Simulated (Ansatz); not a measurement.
# BaTiO3: the cost of one run

Computed with Ansatz 0.2.0 (DFT PBE, scalar-relativistic, unless a step's input says otherwise).

**1. The system as given**

Symmetry: P4/mmm, No. 123, tetragonal system. The conventional cell has a = 4.000 Å, b = 4.000 Å, c = 4.018 Å, α = 90.00°, β = 90.00°, γ = 90.00°. Ba (site symmetry 4/mmm) is surrounded by 12 O at 2.83 Å. Ti (site symmetry 4/mmm) has 6 O at 2.00 to 2.01 Å as nearest neighbours. O (site symmetry 4/mmm) is surrounded by 2 Ti at 2.01 Å and 4 Ba at 2.83 Å. Around O (site symmetry mmm) lie 2 Ti at 2.00 Å and 4 Ba at 2.83 Å.

Coordinates:

```cif
data_structure
_symmetry_space_group_name_H-M 'P 1'
_symmetry_Int_Tables_number 1
_cell_length_a 3.9998
_cell_length_b 3.9998
_cell_length_c 4.0180
_cell_angle_alpha 90.000
_cell_angle_beta 90.000
_cell_angle_gamma 90.000
_cell_volume 64.28
loop_
_atom_site_label
_atom_site_type_symbol
_atom_site_fract_x
_atom_site_fract_y
_atom_site_fract_z
_atom_site_occupancy
Ba1 Ba 0.00000 0.00000 0.00000 1
Ti1 Ti 0.50000 0.50000 0.50000 1
O1 O 0.50000 0.50000 0.00000 1
O2 O 0.50000 0.00000 0.50000 1
O3 O 0.00000 0.50000 0.50000 1
```

Atoms are numbered in the order of the input: Ba1, Ti2, O3, O4, O5.

**2. The deformed structure**

Space group P4/mmm before, C2/m after.

**3. LAPW, all electrons**

input.yaml reads:

```yaml
crystal:
  lattice:
    - [3.9998, 0.059997, 0.059997]
    - [0.059997, 3.9998, 0.059997]
    - [0.06027, 0.06027, 4.018]
  atoms:
    - { symbol: Ba, position: [0.0, 0.0, 0.0] }
    - { symbol: Ti, position: [0.5, 0.5, 0.5] }
    - { symbol: O, position: [0.5, 0.5, 0.0] }
    - { symbol: O, position: [0.5, 0.0, 0.5] }
    - { symbol: O, position: [0.0, 0.5, 0.5] }
kpoints:
  mp_grid: { grid: [7, 7, 7] }
  band_path:
    path:
      - [0.0, 0.0, 0.0]
      - [0.4857550193, -0.4857550193, 0.0]
      - [-0.4857550193, -0.5142449807, 0.0]
      - [-0.5, -0.5, 0.0]
      - [0.0, 0.0, 0.0]
      - [-0.5, -0.5, -0.5]
      - [-0.4715745629, -0.5284254371, -0.5]
      - [0.4715745629, -0.4715745629, -0.5]
      - [0.0, 0.0, -0.5]
    npoints: 5
scf:
  occupations: { method: fermi_dirac, width: 0.03 }
hamiltonian:
  xc: pbe
  pseudopotentials: { kind: all_electron, lapw: { basis_error: 0.001 } }
output:
  forces: true
  stress: true
  eigenvalues: true
```

Run with:

```bash
$ ansatz run input.yaml --threads 2 --pin off --max-ram 6144MiB --backend cpu --events-out ev --progress --plain --runs-dir out
```

What time and memory should one allow on 2 threads of Intel Xeon 6975P-C (Granite Rapids), shared host?

About 42 s, with a peak of 1.2 GiB.
